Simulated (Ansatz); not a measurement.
SrCl₂ (Fm-3m), frozen normal mode

The calculation used Ansatz, DFT PBEsol, scalar-relativistic, plane waves, PAW. Settings: plane waves to 420 eV, k-mesh 6×6×6 (Γ-centred), Gaussian smearing 0.05 eV. No spin polarisation. Energies are free energies at this smearing, counted from the undisturbed cell; pressure is positive in compression.

Reference structure (as given, not relaxed at this level; it stands at -1.0 GPa, and it needn't be the usual structure):

```
Sr Cl
1.0
     0.00000    3.48550    3.48550
     3.48550    0.00000    3.48550
     3.48550    3.48550    0.00000
Sr Cl
1 2
Direct
  0.00000 0.00000 0.00000
  0.25000 0.25000 0.25000
  0.75000 0.75000 0.75000
```

A zone-centre mode of this cell is frozen in: each atom moves by x times its row below, so x is the largest displacement.
```
atom ux uy uz
 Sr1   0.000   0.000   0.000
 Cl2  -0.290  -0.755   0.588
 Cl3   0.290   0.755  -0.588
```

```
  x (Å)  ΔE (meV/cell)
-0.2000          172.2
-0.1500           93.8
-0.1000           40.5
-0.0500            9.8
 0.0000            0.0
 0.0500            9.4
 0.1000           36.9
 0.1500           81.7
 0.1750          110.4
 0.2000          143.3
```

(1) Predict the force along the mode (eV/Å) at each point.

Answers

(1)
```csv
x (Å),force along the mode (eV/Å)
-0.2000,1.84
-0.1500,1.31
-0.1000,0.83
-0.0500,0.40
0.0000,0.00
0.0500,-0.37
0.1000,-0.73
0.1500,-1.07
0.1750,-1.23
0.2000,-1.40
```